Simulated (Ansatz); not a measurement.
Runs of Ansatz 0.2.0 on BN. The structure is cubic, space group F-43m (No. 216). Conventional cell: a = 3.626 Å, b = 3.626 Å, c = 3.626 Å, α = 90.00°, β = 90.00°, γ = 90.00°. N (site symmetry -43m) has 4 B at 1.57 Å as nearest neighbours. B (site symmetry -43m) is surrounded by 4 N at 1.57 Å. The cell is a database's computed one.

| task | level | potentials or basis | cell | k mesh | cutoff (eV) | smearing | basis error allowed | gap on the mesh (eV) | pressure (GPa) | V0 of scaled cells (Å³/atom) | relaxed volume (Å³/atom) | B0 (GPa) |
| --- | --- | --- | --- | --- | --- | --- | --- | --- | --- | --- | --- | --- |
| relaxation of cell and atoms | PBEsol | all-electron LAPW, scalar-relativistic | relaxed | 13 × 13 × 13 | - | fermi-dirac 0.05 eV | 0.001 eV/atom | 4.37 | 0.0 | - | (a) | - |
| single point | PBE | all-electron LAPW, scalar-relativistic | as given | 13 × 13 × 13 | 446 | gaussian 0.017 eV | 0.001 eV/atom | 4.53 | -0.4 | - | - | - |
| single point | PBE | all-electron LAPW, scalar-relativistic | as given | 9 × 9 × 9 | 407 | fermi-dirac 0.02 eV | 0.002 eV/atom | 4.61 | -0.4 | - | - | - |
| band structure | LDA | all-electron LAPW, scalar-relativistic | as given | 13 × 13 × 13 | 448 | fermi-dirac 0.05 eV | 0.001 eV/atom | (b) | -14.1 | - | - | - |
| relaxation of cell and atoms | RPBE+D4 | all-electron LAPW, scalar-relativistic | relaxed | 13 × 13 × 13 | - | fermi-dirac 0.05 eV | 0.001 eV/atom | 4.59 | 0.0 | - | 5.81 | - |
| relaxation of cell and atoms | RPBE+D3(BJ) | all-electron LAPW, scalar-relativistic | relaxed | 13 × 13 × 13 | - | fermi-dirac 0.05 eV | 0.001 eV/atom | 4.61 | 0.0 | - | 5.73 | - |
| equation of state | PBE | all-electron LAPW, scalar-relativistic | as given | 13 × 13 × 13 | - | fermi-dirac 0.05 eV | 0.0005 eV/atom | - | - | 5.95 | - | 372 |
| single point | PBE0 | all-electron PAW datasets made for the crystal | as given | 10 × 10 × 10 | 580 | fermi-dirac 0.05 eV | - | 6.53 | - | - | - | - |
| single point | PBE | all-electron PAW datasets made for the crystal | as given | 8 × 8 × 8 | 520 | fermi-dirac 0.05 eV | - | 4.46 | -0.4 | - | - | - |
| band structure | PBEsol | all-electron LAPW, scalar-relativistic | as given | 13 × 13 × 13 | 446 | fermi-dirac 0.05 eV | 0.001 eV/atom | 4.35 | -6.3 | - | - | - |
| band structure | revPBE | all-electron LAPW, scalar-relativistic | as given | 13 × 13 × 13 | 445 | fermi-dirac 0.05 eV | 0.001 eV/atom | 4.55 | 4.0 | - | - | - |
| equation of state | PBEsol | all-electron LAPW, scalar-relativistic | as given | 13 × 13 × 13 | - | fermi-dirac 0.05 eV | 0.001 eV/atom | - | - | 5.86 | - | 386 |

Alike in all rows: no spin polarisation.

Question: Fill in the values left out.

Answer: (a) 5.86; (b) 4.42.

Caveats: an odd mesh through Γ misses points on the zone boundary, where band edges often lie (some runs).

Not every run made on this cell is shown here.
